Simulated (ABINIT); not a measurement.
Crystal: BeTe.

```
CELL_PARAMETERS angstrom
0.00000 2.77000 2.77000
2.77000 0.00000 2.77000
2.77000 2.77000 0.00000
ATOMIC_POSITIONS crystal
Te 0.75000 0.75000 0.75000
Be 0.00000 0.00000 0.00000
```

Program: ABINIT 10.8.3 (patched build). Alike in all runs: task band structure; potentials or basis JTH PAW PBE v2.0; cell as given; k mesh 8 × 8 × 8; cutoff (eV) 517; smearing fermi-dirac 0.05 eV.

Task: Order these runs on this cell by their pressure, lowest first.
A. level AM05; spin SOC, no magnetisation
B. level BP86; spin SOC, no magnetisation
C. level BLYP; spin off

Result: A (2.8 GPa), B (5.2 GPa), C (7.3 GPa).

Caveats: the PAW data sets were made with another functional, which shifts forces and pressure a little.
